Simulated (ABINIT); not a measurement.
Set up this calculation in ABINIT 10.8.3 (patched build), as the native input.

```yaml
Task: single point
Functional: PBE
Potentials_or_basis: JTH PAW PBE v2.0
Cutoff: 435 eV
k_mesh: 8 × 8 × 8
Occupations: fermi-dirac, width 0.05 eV
Spin: no spin polarisation
Fine-grid_cutoff: 870.764 eV
Exchange_and_correlation_inside_the_PAW_spheres: full angular mesh (pawxcdev 0, this build's default; the released program takes 1)
```

Sb:

```xyz
2
Lattice="2.1542 1.2437 3.7580 -2.1542 1.2437 3.7580 0.0000 -2.4875 3.7580" Properties=species:S:1:pos:R:3 pbc="T T T"
Sb    0.0271   -0.0085    8.5965
Sb    0.0487    0.0409    2.6298
```

The cell isn't the ideal one: atoms moved at random, drawn with an rms of 0.05 Å.

The input as run:

run.abi

```
# Pseudopotentials
pp_dirpath "./"
pseudos "Sb.GGA_PBE-JTH.xml"

# Structure
acell 8.5163565957 8.5163565957 8.5163565957
rprim
     0.4780034715     0.2759754330     0.8338766345
    -0.4780034715     0.2759754330     0.8338766345
     0.0000000000    -0.5519508659     0.8338766345
ntypat 1
znucl 51
natom 2
typat 1 1
xred
     0.7676430000     0.7550740000     0.7647910000
     0.2500380000     0.2274410000     0.2223170000
chkprim 0
chksymtnons 0
tolsym 1.0e-6

# Plane-wave basis
ecut 435.382180 eV
pawecutdg 32.0

# k points
kptopt 1
ngkpt 8 8 8
nshiftk 1
shiftk 0.0 0.0 0.0

# Exchange and correlation
ixc 11

# Bands and occupations
nband 19
occopt 3
tsmear 0.00183747

# SCF cycle
nstep 100
tolvrs 1.0e-9

# Output
iomode 3
prtwf 0
prtden 0
prteig 0
prtebands 0
```

Potentials or basis: JTH PAW PBE v2.0.

The run is started by

```bash
$ abinit run.abi > log 2>&1
```

It gave:

```yaml
Pressure: 2.1 GPa
Largest_force: 0.106 eV/Å
Band_gap_on_the_k_mesh: none (metal or under the smearing width)
Valence_electrons_inside_the_program's_atomic_spheres: Sb 12.42 (radii [1.2705] Å)
```

Wall time 2.7 min on 1 thread of Arm Neoverse V2, on a shared host, peak memory 0.28 GiB.
